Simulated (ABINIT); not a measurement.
# TaSi2 (P6_422) in ABINIT: single point with PBE

Aim: the single point of TaSi2 with PBE.

Program: ABINIT 10.8.3 (patched build). These are calculated values, not measurements. Logs are shortened: lines on timing, memory, paths and dates and some standing lists are left out, and cuts for length are marked. The log counts tension as positive stress, the text compression.

## (1) The undisturbed crystal

Symmetry: P6_422, No. 181, hexagonal system. Conventional cell: a = 4.784 Å, b = 4.784 Å, c = 6.570 Å, α = 90.00°, β = 90.00°, γ = 120.00°. Around Ta (site symmetry 222) lie 10 Si at 2.61 to 2.83 Å. Si (site symmetry 2) has 5 Si at 2.56 to 2.83 Å and 5 Ta at 2.61 to 2.83 Å as nearest neighbours.

## (2) Single point, PBE (atoms moved at random, drawn with an rms of 0.05 Å)

Input file run.abi:

```
# Pseudopotentials
pp_dirpath "./"
pseudos "Ta.GGA_PBE-JTH.xml, Si.GGA_PBE-JTH.xml"

# Structure
acell 3*1.0 Angstrom
rprim
     4.7839000000     0.0000000000     0.0000000000
    -2.3919500000     4.1429789292     0.0000000000
     0.0000000000     0.0000000000     6.5700000000
ntypat 2
znucl 73 14
natom 9
typat 1 1 1 2 2 2 2 2 2
xred
     0.0066210000     0.5055500000     0.3328720000
     0.4983220000     0.5016670000     0.6679230000
     0.5096290000     0.0095680000    -0.0037700000
     0.3115700000     0.1648810000     0.3297430000
     0.1615140000     0.8461990000     0.6597620000
     0.8390600000     0.6845780000    -0.0002490000
     0.6742400000     0.8447060000     0.3329200000
     0.8358060000     0.1475840000     0.6661550000
     0.1694910000     0.3202510000    -0.0021720000
chkprim 0
chksymtnons 0
tolsym 1.0e-6

# Plane-wave basis
ecut 517.016339 eV
pawecutdg 38.0
pawxcdev 0

# k points
kptopt 1
ngkpt 7 7 4
nshiftk 1
shiftk 0.0 0.0 0.0

# Exchange and correlation
ixc 11

# Bands and occupations
nband 38
occopt 3
tsmear 0.00183747

# SCF cycle
nstep 100
tolvrs 1.0e-9

# Output
iomode 3
prtwf 0
prtden 0
prteig 0
prtebands 0
prtvol 2
```

Potentials or basis: JTH PAW PBE v2.0.

On the command line:

```bash
$ mpirun --bind-to none -np 4 abinit run.abi > log 2>&1
```

run.abo:

```text
.Version 10.8.3 of ABINIT
 Symmetries : space group P1 (#  1); Bravais aP (primitive triclinic)
================================================================================
 Values of the parameters that define the memory need of the present run
     intxc =       0    ionmov =       0      iscf =      17    lmnmax =      18
     lnmax =       6     mgfft =      50  mpssoang =       3    mqgrid =    3446
     natom =       9  nloc_mem =       2    nspden =       1   nspinor =       1
    nsppol =       1      nsym =       1    n1xccc =       1    ntypat =       2
    occopt =       3   xclevel =       2
       mpw =        3494          nfft =       64800          nkpt =          99
Pmy_natom=         3
 PAW method is used; the additional fine FFT grid is defined by:
   mgfftf=        72    nfftf =    209952
================================================================================
================================================================================

--------------------------------------------------------------------------------
------------- Echo of variables that govern the present computation ------------
--------------------------------------------------------------------------------
 -outvars: echo values of preprocessed input variables --------
            acell      1.8897261259E+00  1.8897261259E+00  1.8897261259E+00 Bohr
              amu      1.80947900E+02  2.80855000E+01
          chkprim           0
      chksymtnons           0
             ecut      1.90000000E+01 Hartree
              ixc          11
         kptrlatt        7    0    0      0    7    0      0    0    4
          kptrlen      4.96620026E+01
            natom           9
            nband          38
            ngfft          36      36      50
          ngfftdg          54      54      72
             nkpt          99
            nstep         100
             nsym           1
           ntypat           2
           occopt           3
        pawecutdg      3.80000000E+01 Hartree
         pawxcdev           0
           prtden           0
        prtebands           0
           prteig           0
           prtvol           2
            prtwf           0
            rprim      4.7839000000E+00  0.0000000000E+00  0.0000000000E+00
                      -2.3919500000E+00  4.1429789292E+00  0.0000000000E+00
                       0.0000000000E+00  0.0000000000E+00  6.5700000000E+00
          spgroup           1
           tolsym      1.00000000E-06
           tolvrs      1.00000000E-09
           tsmear      1.83747000E-03 Hartree
            typat      1  1  1  2  2  2  2  2  2
           useylm           1
           xangst     -1.1775761206E+00  2.0944829977E+00  2.1869690400E+00
                       1.1839602351E+00  2.0783958105E+00  4.3882541100E+00
                       2.4151279955E+00  3.9640022395E-02 -2.4768900000E-02
                       1.0961326150E+00  6.8309850883E-01  2.1664115100E+00
[... 2037 lines left out ...]
   Integrated=    6.3000E+01

--- !EnergyTerms
iteration_state     : {dtset: 1, }
comment             : Components of total free energy in Hartree
kinetic             :  2.78339645601917E+01
hartree             :  3.55183256306160E+01
xc                  : -3.92496192606193E+01
Ewald energy        : -1.64084924165610E+02
psp_core            :  1.85774671322503E+01
local_psp           : -4.16538676509343E+01
PAW spherical_terms : -3.79259094371761E+01
internal            : -2.00984563191282E+02
'-kT*entropy'       : -9.51747809429393E-04
total_energy        : -2.00985514939091E+02
total_energy_eV     : -5.46909447685499E+03
...

--- !EnergyTermsDC
iteration_state     : {dtset: 1, }
comment             : '"Double-counting" decomposition of free energy'
band_energy         : -2.83013402339248E+01
Ewald energy        : -1.64084924165610E+02
psp_core            :  1.85774671322503E+01
xc_dc               : -5.19366107002660E+01
PAW spherical_terms :  2.47608449839749E+01
internal            : -2.00984562983575E+02
'-kT*entropy'       : -9.51747809429393E-04
total_energy_dc     : -2.00985514731385E+02
total_energy_dc_eV  : -5.46909447120302E+03
...

--- !EnergyTermsWithPAWCore
iteration_state     : {dtset: 1, }
comment             : 'Components of total free energy, including PAW core contributions'
Total energy        : -4.85551169867892E+04
Total energy DC     : -4.85551169865815E+04
Total energy (eV)   : -1.32125204254632E+06
Total energy DC (eV): -1.32125204254066E+06
...

 Cartesian components of stress tensor (hartree/bohr^3)
  sigma(1 1)= -7.67891568E-05  sigma(3 2)=  3.39050696E-06
  sigma(2 2)= -8.07108645E-05  sigma(3 1)=  1.03216557E-05
  sigma(3 3)= -1.15445781E-04  sigma(2 1)=  6.85777739E-06

-Cartesian components of stress tensor (GPa)         [Pressure=  2.6768E+00 GPa]
- sigma(1 1)= -2.25921499E+00  sigma(3 2)=  9.97521586E-02
- sigma(2 2)= -2.37459562E+00  sigma(3 1)=  3.03673595E-01
- sigma(3 3)= -3.39653214E+00  sigma(2 1)=  2.01762777E-01

== END DATASET(S) ==============================================================
================================================================================

 -outvars: echo values of variables after computation  --------
            acell      1.8897261259E+00  1.8897261259E+00  1.8897261259E+00 Bohr
           etotal     -2.0098551473E+02
            fcart     -9.0022291797E-03 -5.3193964700E-03 -3.7726176547E-03
                       5.4413074843E-03  1.0748200493E-04 -1.0717074758E-02
                      -9.5256550478E-03 -7.9856059906E-03  7.0618763046E-03
                       8.5355887646E-03 -1.3643529548E-03  8.2751189642E-04
                       8.1068722291E-04 -2.2401439250E-03  9.4298765678E-03
                       7.5365961076E-03  1.3483471206E-03  3.7658765894E-04
                       5.3329377203E-03 -6.0947711756E-04 -7.0470366703E-04
                       1.4308820993E-03  1.3571388743E-02 -5.3163429604E-03
                      -1.0560115171E-02  2.4917585892E-03  2.8148866120E-03
            rprim      4.7839000000E+00  0.0000000000E+00  0.0000000000E+00
                      -2.3919500000E+00  4.1429789292E+00  0.0000000000E+00
                       0.0000000000E+00  0.0000000000E+00  6.5700000000E+00
           strten     -7.6789156758E-05 -8.0710864467E-05 -1.1544578092E-04
                       3.3905069585E-06  1.0321655708E-05  6.8577773904E-06
           xangst     -1.1775761206E+00  2.0944829977E+00  2.1869690400E+00
                       1.1839602351E+00  2.0783958105E+00  4.3882541100E+00
                       2.4151279955E+00  3.9640022395E-02 -2.4768900000E-02
                       1.0961326150E+00  6.8309850883E-01  2.1664115100E+00
                      -1.2513988734E+00  3.5057846269E+00  4.3346363400E+00
                       2.3765027869E+00  2.8361922294E+00 -1.6359300000E-03
                       1.2050022193E+00  3.4995991594E+00  2.1872844000E+00
                       3.6453987746E+00  6.1143740229E-01  4.3766383500E+00
                       4.4803615450E-02  1.3267931451E+00 -1.4270040000E-02
             xred      6.6210000000E-03  5.0555000000E-01  3.3287200000E-01
                       4.9832200000E-01  5.0166700000E-01  6.6792300000E-01
                       5.0962900000E-01  9.5680000000E-03 -3.7700000000E-03
                       3.1157000000E-01  1.6488100000E-01  3.2974300000E-01
                       1.6151400000E-01  8.4619900000E-01  6.5976200000E-01
                       8.3906000000E-01  6.8457800000E-01 -2.4900000000E-04
                       6.7424000000E-01  8.4470600000E-01  3.3292000000E-01
                       8.3580600000E-01  1.4758400000E-01  6.6615500000E-01
                       1.6949100000E-01  3.2025100000E-01 -2.1720000000E-03
 Calculation completed.
```

Run time: 6 min. Hardware: 4 MPI ranks of Arm Neoverse V2, shared host; peak memory 0.88 GiB.

What came out:

```yaml
Free_energy: -5469.0945 eV
Pressure: 2.7 GPa
Largest_force: 0.753 eV/Å
Band_gap_on_the_k_mesh: none (metal or under the smearing width)
Valence_electrons_inside_the_program's_atomic_spheres: Ta 10.69, 10.71, 10.70; Si 1.54, 1.55
```

Forces on the atoms (eV/Å):
```
Ta  -0.463 -0.274 -0.194
Ta   0.280  0.006 -0.551
Ta  -0.490 -0.411  0.363
Si   0.439 -0.070  0.043
Si   0.042 -0.115  0.485
Si   0.388  0.069  0.019
Si   0.274 -0.031 -0.036
Si   0.074  0.698 -0.273
Si  -0.543  0.128  0.145
```

Stress tensor (GPa, compression positive):
```
 2.26 -0.20 -0.30
-0.20  2.37 -0.10
-0.30 -0.10  3.40
```

Levels at points of the mesh, in eV from the Fermi level:
| k point | band 29 | band 30 | band 31 | band 32 | band 33 | band 34 | band 35 | band 36 |
| --- | --- | --- | --- | --- | --- | --- | --- | --- |
| (0.00, 0.00, 0.00) | -2.39 | -2.15 | -2.12 | -1.45 | 0.77 | 2.94 | 2.99 | 3.44 |
| (0.00, 0.00, 0.50) | -2.08 | -1.76 | -1.74 | 1.14 | 1.16 | 2.49 | 2.66 | 3.42 |

The run has no spin-orbit coupling, so splittings on Ta are missing.
